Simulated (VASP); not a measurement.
LuH2, 12 atoms in the cell. The cell holds a slab with vacuum, 12 atoms: a = 3.559 Å, b = 3.559 Å, c = 22.897 Å, α = 90.00°, β = 90.00°, γ = 60.00°. 

```yaml
Program: VASP 6.6.1
Task: single point
Functional: PBEsol
Potentials_or_basis: VASP PAW PBE potentials, release 64 (Lu, H)
Cutoff: 520 eV
k_mesh: 6 × 6 × 1
Occupations: fermi-dirac, width 0.05 eV
Spin: no spin polarisation
Dipole_correction: yes
Further_INCAR_settings: ALGO = Normal; EDIFF = 1e-06; NBANDS = 66
```

Potentials or basis: VASP PAW PBE potentials, release 64 (Lu, H).

Run with:

```sh
$ cat potpaw_PBE.64/Lu/POTCAR potpaw_PBE.64/H/POTCAR > POTCAR
$ mpirun -np 1 vasp_std > vasp.out
```

Hardware: 1 thread of Intel(R) Xeon(R) Platinum 8488C (Sapphire Rapids), on a shared host.

Problem. Estimate the wall time of this run.

Solution. It took 5.2 min on 1 thread of Intel(R) Xeon(R) Platinum 8488C (Sapphire Rapids), on a shared host, peak memory 0.4 GiB. Counts: scf iterations 36, k points 7.
